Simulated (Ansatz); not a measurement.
# WC (Fm-3m) in Ansatz: further runs, part 2 of 2

Ansatz 0.2.0. The steps go on from the part before.

## Step 3: Relaxation of cell and atoms, PBEsol+D3(BJ)

Contents of input.yaml:

```yaml
crystal:
  lattice:
    - [0.0, 2.192684, 2.192684]
    - [2.192684, 0.0, 2.192684]
    - [2.192684, 2.192684, 0.0]
  atoms:
    - { symbol: W, position: [0.0, 0.0, 0.0] }
    - { symbol: C, position: [0.5, 0.5, 0.5] }
hamiltonian:
  xc: pbesol
  pseudopotentials: { kind: paw }
  dispersion: d3bj
kpoints:
  mp_grid: { grid: [10, 10, 10] }
scf:
  occupations: { method: fermi_dirac, width: 0.05 }
output:
  forces: true
  stress: true
  eigenvalues: true
  write_density: true
  write_potential: true
  elf: true
  volumetric_format: npy
relax:
  f_tol: 0.01
  max_steps: 40
  cell: { stress_tol: 0.05 }
```

Potentials or basis: Ansatz PAW.

On the command line:

```bash
$ ansatz run input.yaml --threads 2 --pin off --max-ram 5632MiB --backend cpu --events-out ev --progress --plain --runs-dir out
```

Output:

```text
Warning: RAYON_NUM_THREADS=2 ignored (pool sized by the plan → 2); use --threads N
Engine: ansatz 0.2.0, x86_64-unknown-linux-gnu
Pseudopotentials: kind: paw
Pseudopotential: W, paw, valence charge 14, recommended cutoff 420 eV (normal), W.paw.azcp
Pseudopotential: C, paw, valence charge 4, recommended cutoff 420 eV (normal), C.paw.azcp
Functional definition: PBEsol
  exchange = pbesol_x
  correlation = pbesol_c
Crystal: 2 atoms, lattice volume = 21.084 Å³
Basis set: ecut = 420 eV, 411 PW (Γ), exchange–correlation on 48×48×48 points (8 copies of the dense FFT grid, shifted against one another)
Bands: 13, of which v1, the nominal top of the filled ones, is band 9 counted from 1 (8 counted from 0)
Symmetry: 48 space group operations
Space group: Fm-3m (ITA 225), of the structure as read, at distance tolerance 2.8e-5 Å
k-points: 47 of 1000
Non-local potential: W, projectors of the file, l = 0: 3, l = 1: 2, l = 2: 2, l = 3: 1
Non-local potential: C, projectors of the file, l = 0: 2, l = 1: 2, l = 2: 1
PAW form: soft (Blöchl's): semilocal exchange-correlation on the pseudo side does not see the compensation charge
PAW frozen core: W, regenerated for the run's functional, and the local potential with it (the file was generated under x = pbe(κ = 0.804, μ = 0.2195149727645171), c = pbe(β = 0.06672455060314922))
PAW frozen core: C, regenerated for the run's functional, and the local potential with it (the file was generated under x = pbe(κ = 0.804, μ = 0.2195149727645171), c = pbe(β = 0.06672455060314922))
PAW one-centre angular grid: W, 590 points (default); XC on 64 Gauss nodes
PAW one-centre angular grid: C, 110 points (default); XC on 64 Gauss nodes
Initial density: superposition of atomic densities (neutral atoms: chi_scale 0, normalization atom), corrected by the library's trained network
[... 121 lines left out ...]
  E_vpaw       = -133.903634  (= ΣTr[D̂ρ^β])
  E_aug_tail   = -0.000065  (compensation charges beyond the density's cutoff)
  E_ewald      = -1824.028486
  E_disp       = -0.927317  (pairwise vdW)
  E_core_change = 0.242893  (= ΣΔE_core)
  E_smearing   = -0.006120  (= −TS)
  E_closure    = 0.000000  (closes the sum)
  Σ components = -10503.763036   (vs F -10503.763036, Δ=0.00e0)
--- Forces (eV/Å), atoms counted from 1 ---
  atom   1  W     -0.00000000     0.00000000    -0.00000000
  atom   2  C      0.00000000    -0.00000000    -0.00000000
  max |Σ_I F_I| component: 3.25e-30 eV/Å
--- Stress (GPa, compression-positive) ---
       -0.000089      -0.000000      -0.000000
       -0.000000      -0.000089      -0.000000
       -0.000000      -0.000000      -0.000089
  P = ⅓ Tr σ = -0.0001 GPa (-0.001 kbar)
--- Band table (eV; the first three rows and the last of 47) ---
  k-point 0: bands = ["-52.5078", "-16.5307", "-16.5307", "-16.5307", "6.5859", "19.8301", "19.8301", "19.8301", "21.6570", "21.6570", "21.6570", "21.7566", "21.7566", "29.7561", "32.3369", "46.7578", "46.7578"]
  k-point 1: bands = ["-52.5033", "-16.6014", "-16.5380", "-16.5380", "6.8845", "18.9006", "19.3810", "19.3810", "20.4999", "20.4999", "22.0378", "23.9455", "23.9455", "30.2626", "33.0286", "44.0038", "45.1614"]
  k-point 2: bands = ["-52.4915", "-16.7830", "-16.5572", "-16.5572", "7.7248", "17.2088", "17.9402", "17.9402", "21.1209", "21.1209", "22.5274", "26.4289", "26.4289", "31.2764", "34.6071", "40.9807", "41.9760"]
  k-point 46: bands = ["-52.4449", "-17.0332", "-16.9148", "-16.7874", "9.7253", "16.4229", "16.4893", "16.6063", "22.4345", "24.0631", "25.2525", "26.3407", "28.2276", "34.4482", "35.2997", "36.8838", "39.8076"]
--- Relaxed structure (5 steps of the walk, 5 accepted, 2 SCFs on fresh bases) ---
  F+E_penalty+E_count = -10503.76303619 eV   max|allowed force component| = 2.136e-30 eV/Å   (the final SCF, on the basis selected at the relaxed cell)
  cell:  # Å, volume = 20.1331 Å³
    - [-2.038148813158235e-34, 2.159204255627532, 2.159204255627532]
    - [2.159204255627532, -8.152595252632943e-34, 2.159204255627532]
    - [2.159204255627532, 2.159204255627532, -6.114446439474708e-34]
  atoms:
    - { symbol: W, position: [-1.8298824868514055e-36, 4.117235595419379e-36, 1.3724118651385882e-36] }
    - { symbol: C, position: [0.5, 0.5, 0.5] }
```

v_z.tsv:

```text
# z_ang	v_es[eV]	v_tot[eV]
# format = ansatz-planar-average/11
# xc	pbesol
# density_cutoff_ev	1680
# datasets	W=:simpson_from_first_knot:soft:shift=-887417	C=:simpson_from_first_knot:soft:shift=-124771
# lattice	-0.000000000	2.159204256	2.159204256
# lattice	2.159204256	-0.000000000	2.159204256
# lattice	2.159204256	2.159204256	-0.000000000
# sites	2
# site	74	0.000000000	-0.000000000	0.000000000
# site	6	2.159204256	2.159204256	2.159204256
0.000000	2.102251e0	-1.371171e1
0.127232	2.408580e0	-1.333781e1
0.254465	3.299131e0	-1.224397e1
0.381697	4.695719e0	-1.051796e1
0.508929	6.460715e0	-8.331813e0
0.636162	8.401172e0	-5.935519e0
[... 16 lines left out ...]
2.799111	3.299131e0	-1.224397e1
2.926344	2.408580e0	-1.333781e1
```

It took 2.8 s on 2 threads of Intel Xeon 6975P-C (Granite Rapids), shared host; peak memory 0.37 GiB.

Results:

```
Free energy                            : -10503.7630 eV
Relaxed volume                         : 10.07 Å³/atom
Relaxed cell                           : a = 3.054 Å, b = 3.054 Å, c = 3.054 Å, α = 60.00°, β = 60.00°, γ = 60.00°
Space group after relaxing (to 0.05 Å) : Fm-3m (No. 225)
Energy gained by relaxing              : 26.3 meV/atom
Ionic steps                            : 7
Pressure after relaxing                : 0.0 GPa
Band gap on the k mesh                 : none (metal or under the smearing width)
```

The path:
| step | energy change (eV) | largest force (eV/Å) | volume (Å³) |
| --- | --- | --- | --- |
| 1 | 0.0000 | 0.0000 | 21.08 |
| 2 | -0.0419 | 0.0000 | 19.69 |
| 3 | -0.0541 | 0.0000 | 20.17 |
| 4 | -0.0542 | 0.0000 | 20.14 |
| 5 | -0.0526 | 0.0000 | 20.14 |
| 6 | -0.0526 | 0.0000 | 20.13 |
| 7 | -0.0526 | 0.0000 | 20.13 |

Final structure:
```yaml
crystal:
  lattice:
    - [0.00000, 2.15920, 2.15920]
    - [2.15920, 0.00000, 2.15920]
    - [2.15920, 2.15920, 0.00000]
  atoms:
    - { symbol: W, position: [0.00000, 0.00000, 0.00000] }
    - { symbol: C, position: [0.50000, 0.50000, 0.50000] }
```

Caveat: the plane-wave basis is chosen anew once the cell has moved, so the energies of steps on either side of that aren't comparable; the pressure holds a Pulay correction of +0.3 GPa for the finite cutoff; pairwise dispersion overbinds metals, which lowers pressure and volume; the PAW data sets come from PBE, with cores solved anew for the run's functional, which leaves a small shift of forces and pressure. Spin-orbit coupling is left out, which matters for the levels of W.

## Step 4: Relaxation of cell and atoms, PBEsol+D3(BJ)-ATM

input.yaml: that of step 3 with these lines changed.

```diff
@@ -11,3 +11,3 @@
   pseudopotentials: { kind: paw }
-  dispersion: d3bj
+  dispersion: d3bjatm
 kpoints:
```

Potentials or basis: Ansatz PAW.

On the command line:

```bash
$ ansatz run input.yaml --threads 2 --pin off --max-ram 5632MiB --backend cpu --events-out ev --progress --plain --runs-dir out
```

Output:

```text
Warning: RAYON_NUM_THREADS=2 ignored (pool sized by the plan → 2); use --threads N
Engine: ansatz 0.2.0, x86_64-unknown-linux-gnu
Pseudopotentials: kind: paw
Pseudopotential: W, paw, valence charge 14, recommended cutoff 420 eV (normal), W.paw.azcp
Pseudopotential: C, paw, valence charge 4, recommended cutoff 420 eV (normal), C.paw.azcp
Functional definition: PBEsol
  exchange = pbesol_x
  correlation = pbesol_c
Crystal: 2 atoms, lattice volume = 21.084 Å³
Basis set: ecut = 420 eV, 411 PW (Γ), exchange–correlation on 48×48×48 points (8 copies of the dense FFT grid, shifted against one another)
Bands: 13, of which v1, the nominal top of the filled ones, is band 9 counted from 1 (8 counted from 0)
Symmetry: 48 space group operations
Space group: Fm-3m (ITA 225), of the structure as read, at distance tolerance 2.8e-5 Å
k-points: 47 of 1000
Non-local potential: W, projectors of the file, l = 0: 3, l = 1: 2, l = 2: 2, l = 3: 1
Non-local potential: C, projectors of the file, l = 0: 2, l = 1: 2, l = 2: 1
PAW form: soft (Blöchl's): semilocal exchange-correlation on the pseudo side does not see the compensation charge
PAW frozen core: W, regenerated for the run's functional, and the local potential with it (the file was generated under x = pbe(κ = 0.804, μ = 0.2195149727645171), c = pbe(β = 0.06672455060314922))
PAW frozen core: C, regenerated for the run's functional, and the local potential with it (the file was generated under x = pbe(κ = 0.804, μ = 0.2195149727645171), c = pbe(β = 0.06672455060314922))
PAW one-centre angular grid: W, 590 points (default); XC on 64 Gauss nodes
[... 115 lines left out ...]
  E_kinetic    = 544.676587
  E_local      = -631.704875  (includes V_loc(G=0)·N_el)
  E_nonlocal   = 29.201681
  E_hartree    = 222.601004
  E_xc         = -314.984579
  E_vxc        = -300.655964  (∫ρ·V_xc dr)
  E_paw        = -8531.278515  (= ΣΔE_a)
  E_vpaw       = -133.870616  (= ΣTr[D̂ρ^β])
  E_aug_tail   = -0.000066  (compensation charges beyond the density's cutoff)
  E_ewald      = -1821.587103
  E_disp       = -0.820977  (pairwise vdW)
  E_core_change = 0.242893  (= ΣΔE_core)
  E_smearing   = -0.006146  (= −TS)
  E_closure    = -0.000000  (closes the sum)
  Σ components = -10503.660097   (vs F -10503.660097, Δ=0.00e0)
--- Forces (eV/Å), atoms counted from 1 ---
  atom   1  W     -0.00000000    -0.00000000     0.00000000
  atom   2  C      0.00000000    -0.00000000    -0.00000000
  max |Σ_I F_I| component: 1.58e-30 eV/Å
--- Stress (GPa, compression-positive) ---
       -0.000101      -0.000000      -0.000000
       -0.000000      -0.000101      -0.000000
       -0.000000      -0.000000      -0.000101
  P = ⅓ Tr σ = -0.0001 GPa (-0.001 kbar)
--- Band table (eV; the first three rows and the last of 47) ---
  k-point 0: bands = ["-52.6121", "-16.6357", "-16.6357", "-16.6357", "6.5195", "19.7439", "19.7439", "19.7439", "21.5627", "21.5627", "21.5627", "21.6583", "21.6583", "29.6079", "32.2397", "46.5805", "46.5805"]
  k-point 1: bands = ["-52.6077", "-16.7053", "-16.6429", "-16.6429", "6.8164", "18.8170", "19.2954", "19.2954", "20.4097", "20.4097", "21.9406", "23.8396", "23.8396", "30.1154", "32.9273", "43.8340", "44.9902"]
  k-point 2: bands = ["-52.5962", "-16.8841", "-16.6618", "-16.6618", "7.6524", "17.1281", "17.8598", "17.8598", "21.0277", "21.0277", "22.4268", "26.3116", "26.3116", "31.1322", "34.4918", "40.8234", "41.8182"]
  k-point 46: bands = ["-52.5505", "-17.1307", "-17.0140", "-16.8885", "9.6514", "16.3440", "16.4103", "16.5208", "22.3341", "23.9540", "25.1328", "26.2136", "28.0850", "34.2880", "35.1632", "36.7384", "39.6425"]
--- Relaxed structure (5 steps of the walk, 5 accepted, 2 SCFs on fresh bases) ---
  F+E_penalty+E_count = -10503.66009659 eV   max|allowed force component| = 8.217e-31 eV/Å   (the final SCF, on the basis selected at the relaxed cell)
  cell:  # Å, volume = 20.2142 Å³
    - [-5.095372032895593e-35, 2.162098129661265, 2.162098129661265]
    - [2.162098129661265, -1.6559959106910665e-34, 2.162098129661265]
    - [2.162098129661265, 2.162098129661265, -2.1655331139806265e-34]
  atoms:
    - { symbol: W, position: [-3.0879266965646746e-36, 2.6304560748508822e-36, 3.0879266965633616e-36] }
    - { symbol: C, position: [0.5, 0.5, 0.5] }
```

rho_z.tsv:

```text
# z_ang	rho[e/angstrom^3]
# format = ansatz-planar-average/11
# lattice	-0.000000000	2.162098130	2.162098130
# lattice	2.162098130	-0.000000000	2.162098130
# lattice	2.162098130	2.162098130	-0.000000000
# sites	2
# site	74	0.000000000	-0.000000000	-0.000000000
# site	6	2.162098130	2.162098130	2.162098130
0.000000	1.328070e0
0.127403	1.316228e0
0.254806	1.273928e0
0.382209	1.189894e0
0.509611	1.065336e0
0.637014	9.209742e-1
[... 16 lines left out ...]
2.802863	1.273928e0
2.930266	1.316228e0
```

Wall time 3.6 s (2 threads of Intel Xeon 6975P-C (Granite Rapids), shared host); peak memory 0.38 GiB.

Results:

- Free energy: -10503.6601 eV
- Relaxed volume: 10.11 Å³/atom
- Relaxed cell: a = 3.058 Å, b = 3.058 Å, c = 3.058 Å, α = 60.00°, β = 60.00°, γ = 60.00°
- Space group after relaxing (to 0.05 Å): Fm-3m (No. 225)
- Energy gained by relaxing: 22.0 meV/atom
- Ionic steps: 7
- Pressure after relaxing: 0.0 GPa
- Band gap on the k mesh: none (metal or under the smearing width)

The path:
| step | energy change (eV) | largest force (eV/Å) | volume (Å³) |
| --- | --- | --- | --- |
| 1 | 0.0000 | 0.0000 | 21.08 |
| 2 | -0.0351 | 0.0000 | 19.80 |
| 3 | -0.0453 | 0.0000 | 20.25 |
| 4 | -0.0454 | 0.0000 | 20.22 |
| 5 | -0.0439 | 0.0000 | 20.22 |
| 6 | -0.0439 | 0.0000 | 20.21 |
| 7 | -0.0439 | 0.0000 | 20.21 |

Final structure:
```yaml
crystal:
  lattice:
    - [0.00000, 2.16210, 2.16210]
    - [2.16210, 0.00000, 2.16210]
    - [2.16210, 2.16210, 0.00000]
  atoms:
    - { symbol: W, position: [0.00000, 0.00000, 0.00000] }
    - { symbol: C, position: [0.50000, 0.50000, 0.50000] }
```

Caveat: the plane-wave basis is chosen anew once the cell has moved, so the energies of steps on either side of that aren't comparable; the pressure holds a Pulay correction of +0.3 GPa for the finite cutoff; pairwise dispersion overbinds metals, which lowers pressure and volume; the PAW data sets come from PBE, with cores solved anew for the run's functional, which leaves a small shift of forces and pressure. Spin-orbit coupling is left out, which matters for the levels of W.

## Step 5: Summary

```csv
level,gap on the mesh (eV),pressure (GPa),relaxed volume (Å³/atom)
PBEsol,none,0.0,10.25
PBEsol+D3(BJ),none,0.0,10.07
PBEsol+D3(BJ)-ATM,none,0.0,10.11
```

Alike in all rows: task relaxation of cell and atoms; potentials or basis Ansatz PAW; no spin polarisation; cell relaxed; k mesh 10 × 10 × 10; cutoff (eV) 420; smearing fermi-dirac 0.05 eV.

Caveats: the plane-wave basis is chosen anew once the cell has moved, so the energies of steps on either side of that aren't comparable; the PAW data sets come from PBE, with cores solved anew for the run's functional, which leaves a small shift of forces and pressure; pairwise dispersion overbinds metals, which lowers pressure and volume (some runs).

Absolute energies hang on the potentials; compare differences alone.
